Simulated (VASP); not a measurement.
# VASP 6.6.1, PBE single-point calculation, SnSe (measured structure)

INCAR

```
LCHARG = .FALSE.
IBRION = -1
ENCUT = 520
LASPH = .TRUE.
SIGMA = 0.02
NBANDS = 17
PREC = Accurate
NELM = 120
GGA = PE
LREAL = .FALSE.
ISIF = 2
EDIFF = 1E-7
LWAVE = .FALSE.
ISMEAR = -1
NSW = 0
```

KPOINTS

```
KPOINTS created by Atomic Simulation Environment
0
Gamma
8 8 8
0 0 0
```

KPOINTS_OPT

```
special points
8
Reciprocal
0.0000000000 0.0000000000 0.0000000000 1
0.5000000000 0.0000000000 0.5000000000 1
0.6250000000 0.2500000000 0.6250000000 1
0.3750000000 0.3750000000 0.7500000000 1
0.5000000000 0.5000000000 0.5000000000 1
0.5000000000 0.2500000000 0.7500000000 1
0.5000000000 0.4750000000 0.5250000000 1
-0.0605470000 -0.0421550000 0.4794110000 1
```

POSCAR

```
Sn Se
 1.0000000000000000
    -0.0000000000000000    2.9848894912484352    2.9848894912484352
     2.9848894912484352   -0.0000000000000000    2.9848894912484352
     2.9848894912484352    2.9848894912484352   -0.0000000000000000
 Sn  Se
   1   1
Cartesian
  0.0000000000000000  0.0000000000000000  0.0000000000000000
  2.9848894912484352  2.9848894912484352  2.9848894912484352
```

VASP ran with the recommended PBE PAW datasets (20 valence electrons in the cell).

Command

```
mpirun -np 1 vasp_std
```

OSZICAR

```
N       E                     dE             d eps       ncg     rms          rms(c)
DAV:   1     0.132942021113E+03    0.13294E+03   -0.98523E+03  1003   0.147E+03
DAV:   2     0.456277250772E+01   -0.12838E+03   -0.12410E+03  1027   0.348E+02
DAV:   3    -0.805853487662E+01   -0.12621E+02   -0.12482E+02  1218   0.955E+01
DAV:   4    -0.836602627086E+01   -0.30749E+00   -0.30725E+00  1124   0.156E+01
DAV:   5    -0.837454383448E+01   -0.85176E-02   -0.85171E-02  1459   0.258E+00    0.320E+00
DAV:   6    -0.820473595766E+01    0.16981E+00   -0.40985E-01  1389   0.377E+00    0.192E+00
DAV:   7    -0.820312758970E+01    0.16084E-02   -0.77736E-02  1175   0.125E+00    0.928E-01
DAV:   8    -0.820514351372E+01   -0.20159E-02   -0.81503E-03  1193   0.817E-01    0.110E-01
DAV:   9    -0.820498834099E+01    0.15517E-03   -0.12567E-03  1428   0.304E-01    0.480E-02
DAV:  10    -0.820504789579E+01   -0.59555E-04   -0.15602E-04  1198   0.709E-02    0.114E-02
DAV:  11    -0.820505288180E+01   -0.49860E-05   -0.18215E-05  1325   0.380E-02    0.289E-03
DAV:  12    -0.820505318492E+01   -0.30312E-06   -0.12678E-06  1259   0.115E-02    0.193E-03
DAV:  13    -0.820505306746E+01    0.11746E-06   -0.87450E-08   932   0.303E-03    0.675E-04
DAV:  14    -0.820505300897E+01    0.58491E-07   -0.51275E-08   809   0.153E-03
   1 F= -.82050530E+01 E0= -.82050530E+01  d E =-.688384E-09
       N       E                     dE             ncg
DAV:   1     0.693608979689E+03   -0.46512E+04      272
DAV:   2    -0.320166493539E+03   -0.10138E+04      288
DAV:   3    -0.422943201667E+03   -0.10278E+03      327
DAV:   4    -0.425539528294E+03   -0.25963E+01      364
DAV:   5    -0.425607644250E+03   -0.68116E-01      342
DAV:   6    -0.425610136643E+03   -0.24924E-02      395
DAV:   7    -0.425610179520E+03   -0.42876E-04      366
DAV:   8    -0.425610179975E+03   -0.45489E-06      388
DAV:   9    -0.425610179977E+03   -0.27944E-08      262
```

From OUTCAR

```
k-points           NKPTS =     29   k-points in BZ     NKDIM =     29   number of bands    NBANDS=     17

   NELECT =      20.0000    total number of electrons

   dimension x,y,z NGX =    32 NGY =   32 NGZ =   32
   dimension x,y,z NGXF=    64 NGYF=   64 NGZF=   64

  energy-cutoff  :      520.00
  volume of cell :       53.19
      direct lattice vectors                 reciprocal lattice vectors
     0.000000000  2.984889491  2.984889491    -0.167510389  0.167510389  0.167510389
     2.984889491  0.000000000  2.984889491     0.167510389 -0.167510389  0.167510389
     2.984889491  2.984889491  0.000000000     0.167510389  0.167510389 -0.167510389

 k-points in reciprocal lattice and weights: KPOINTS created by Atomic Simulation Env
   0.00000000  0.00000000  0.00000000       0.002
   0.12500000  0.00000000  0.00000000       0.016
   0.25000000  0.00000000  0.00000000       0.016
   0.37500000  0.00000000  0.00000000       0.016
   0.50000000  0.00000000  0.00000000       0.008
   0.12500000  0.12500000  0.00000000       0.012
   0.25000000  0.12500000  0.00000000       0.047
   0.37500000  0.12500000  0.00000000       0.047
   ...

 E-fermi :   6.1819

 k-point     1 :       0.0000    0.0000    0.0000
  band No.  band energies     occupation
      1     -15.7314      2.00000
      2     -15.7314      2.00000
      3     -15.7314      2.00000
      4     -15.7303      2.00000
      5     -15.7303      2.00000
      6      -8.1710      2.00000
      7       0.8860      2.00000
      8       3.6064      2.00000
      9       3.6064      2.00000
     10       3.6064      2.00000
     11      10.2821      0.00000
     12      10.2821      0.00000
     13      10.2821      0.00000
     14      11.7042      0.00000
     15      11.7042      0.00000
     16      11.7042      0.00000
     17      14.0535      0.00000

 k-point     2 :       0.1250    0.0000    0.0000
  band No.  band energies     occupation
      1     -15.7318      2.00000
      2     -15.7318      2.00000
      3     -15.7309      2.00000
      4     -15.7290      2.00000
      5     -15.7290      2.00000
      6      -8.0566      2.00000
      7       0.2463      2.00000
      8       3.6262      2.00000
      9       3.6262      2.00000
     10       4.1156      2.00000
     11       9.3778      0.00000
     12       9.5141      0.00000
     13       9.5141      0.00000
     14      11.7048      0.00000
     15      12.0842      0.00000
     16      12.0842      0.00000
     17      15.1183      0.00000

 k-point     3 :       0.2500    0.0000    0.0000
  band No.  band energies     occupation
      1     -15.7350      2.00000
      2     -15.7350      2.00000
      3     -15.7300      2.00000
      4     -15.7240      2.00000
      5     -15.7239      2.00000
      6      -7.7472      2.00000
      7      -0.9099      2.00000
      8       3.6938      2.00000
      9       3.6938      2.00000
     10       4.9066      2.00000
     11       8.0691      0.00000
     12       8.3271      0.00000
     13       8.3271      0.00000
     14      12.0203      0.00000
     15      13.0604      0.00000
     16      13.0604      0.00000
     17      17.3187      0.00000

 k-point     4 :       0.3750    0.0000    0.0000
  band No.  band energies     occupation
      1     -15.7382      2.00000
      2     -15.7382      2.00000
      3     -15.7291      2.00000
      4     -15.7189      2.00000
      5     -15.7189      2.00000
      6      -7.3706      2.00000
      7      -1.9024      2.00000
      8       3.7982      2.00000
      9       3.7982      2.00000
     10       5.5097      2.00000
     11       7.0502      0.00000
     12       7.4384      0.00000
     13       7.4384      0.00000
     14      13.0758      0.00000
     15      14.5591      0.00000
     16      14.5591      0.00000
     17      17.4526      0.00000

 k-point     5 :       0.5000    0.0000    0.0000
  band No.  band energies     occupation
      1     -15.7395      2.00000
      2     -15.7395      2.00000
      3     -15.7287      2.00000
      4     -15.7168      2.00000
      5     -15.7168      2.00000
      6      -7.1841      2.00000
      7      -2.3083      2.00000
      8       3.8569      2.00000
      9       3.8569      2.00000
     10       5.8483      2.00000
     11       6.5432      0.00000
     12       7.1045      0.00000
     13       7.1045      0.00000
     14      14.1868      0.00000
     15      16.0941      0.00000
     16      16.1052      0.00000
     17      16.1052      0.00000

 k-point     6 :       0.1250    0.1250    0.0000
  band No.  band energies     occupation
      1     -15.7335      2.00000
      2     -15.7324      2.00000
      3     -15.7290      2.00000
      4     -15.7286      2.00000
      5     -15.7286      2.00000
      6      -8.0183      2.00000
      7       0.1902      2.00000
      8       3.3434      2.00000
      9       3.3434      2.00000
     10       4.6670      2.00000
     11       8.1837      0.00000
     12      10.1529      0.00000
     13      10.1529      0.00000
     14      10.8217      0.00000
     15      12.7802      0.00000
     16      12.7802      0.00000
     17      14.2570      0.00000

 k-point     7 :       0.2500    0.1250    0.0000
  band No.  band energies     occupation
      1     -15.7375      2.00000
      2     -15.7322      2.00000
      3     -15.7307      2.00000
      4     -15.7253      2.00000
      5     -15.7233      2.00000
      6      -7.7729      2.00000
      7      -0.5869      2.00000
      8       3.1815      2.00000
      9       3.2807      2.00000
     10       5.1148      2.00000
     11       7.2696      0.00000
     12       9.4771      0.00000
     13       9.5814      0.00000
     14      10.9099      0.00000
     15      13.4996      0.00000
     16      13.7530      0.00000
     17      15.5707      0.00000

 k-point     8 :       0.3750    0.1250    0.0000
  band No.  band energies     occupation
      1     -15.7410      2.00000
      2     -15.7338      2.00000
      3     -15.7300      2.00000
      4     -15.7218      2.00000
      5     -15.7182      2.00000
      6      -7.4122      2.00000
      7      -1.5281      2.00000
      8       3.2154      2.00000
      9       3.2428      2.00000
     10       4.9708      2.00000
     11       7.1295      0.00000
     12       8.5945      0.00000
     13       8.8161      0.00000
     14      11.6542      0.00000
     15      14.5607      0.00000
     16      15.1673      0.00000
     17      17.3761      0.00000

 k-point     9 :       0.5000    0.1250    0.0000
  band No.  band energies     occupation
      1     -15.7421      2.00000
      2     -15.7366      2.00000
      3     -15.7279      2.00000
      4     -15.7192      2.00000
      5     -15.7163      2.00000
      6      -7.1460      2.00000
      7      -2.1115      2.00000
      8       2.9690      2.00000
      9       3.4498      2.00000
     10       5.0667      2.00000
     11       6.9456      0.00000
     12       7.7767      0.00000
     13       8.7115      0.00000
     14      13.0660      0.00000
     15      15.3286      0.00000
     16      16.2004      0.00000
     17      16.4457      0.00000

 k-point    10 :      -0.3750    0.1250    0.0000
  band No.  band energies     occupation
      1     -15.7402      2.00000
      2     -15.7375      2.00000
      3     -15.7277      2.00000
      4     -15.7187      2.00000
      5     -15.7185      2.00000
      6      -7.2084      2.00000
      7      -2.0009      2.00000
      8       2.7035      2.00000
      9       3.7842      2.00000
     10       5.5922      2.00000
     11       6.5553      0.00000
     12       7.3530      0.00000
     13       9.0711      0.00000
     14      13.2833      0.00000
     15      14.4028      0.00000
     16      15.5170      0.00000
     17      16.7919      0.00000

 k-point    11 :      -0.2500    0.1250    0.0000
  band No.  band energies     occupation
      1     -15.7364      2.00000
      2     -15.7360      2.00000
      3     -15.7291      2.00000
      4     -15.7238      2.00000
      5     -15.7204      2.00000
      6      -7.5377      2.00000
      7      -1.2886      2.00000
      8       2.6990      2.00000
      9       3.9866      2.00000
     10       5.6907      2.00000
     11       6.8129      0.00000
     12       7.5280      0.00000
     13       9.5379      0.00000
     14      12.3376      0.00000
     15      12.9671      0.00000
     16      15.0325      0.00000
     17      16.2314      0.00000

 ...

  Total        0.7737919      0.7737919      0.7737919     -0.0000000     -0.0000000      0.0000000
  in kB       23.3088035     23.3088035     23.3088035     -0.0000000     -0.0000000      0.0000000
  external PRESSURE =      23.3088035 kB  Pullay stress =       0.0000000 kB

 POSITION                                       TOTAL-FORCE (eV/Angst)
 -----------------------------------------------------------------------------------
      0.00000      0.00000      0.00000        -0.000000      0.000000      0.000000
      2.98489      2.98489      2.98489         0.000000     -0.000000     -0.000000
 -----------------------------------------------------------------------------------
    total drift:                                0.000000     -0.000000     -0.000000

  FREE ENERGIE OF THE ION-ELECTRON SYSTEM (eV)
  ---------------------------------------------------
  free  energy   TOTEN  =        -8.2050530090 eV

  energy  without entropy=       -8.2050530083  energy(sigma->0) =       -8.20505301
```

| Quantity | Value |
| --- | --- |
| gap between bands v and c | 0.00 eV |
| least direct gap | 0.00 eV |
| pressure | 2.3 GPa |

Band v is the last that the valence electrons fill when counted band by band, and c is the next.

The run took about 23 s on one core of a shared host (Intel Xeon Platinum 8488C) and held 0.19 GiB at most.
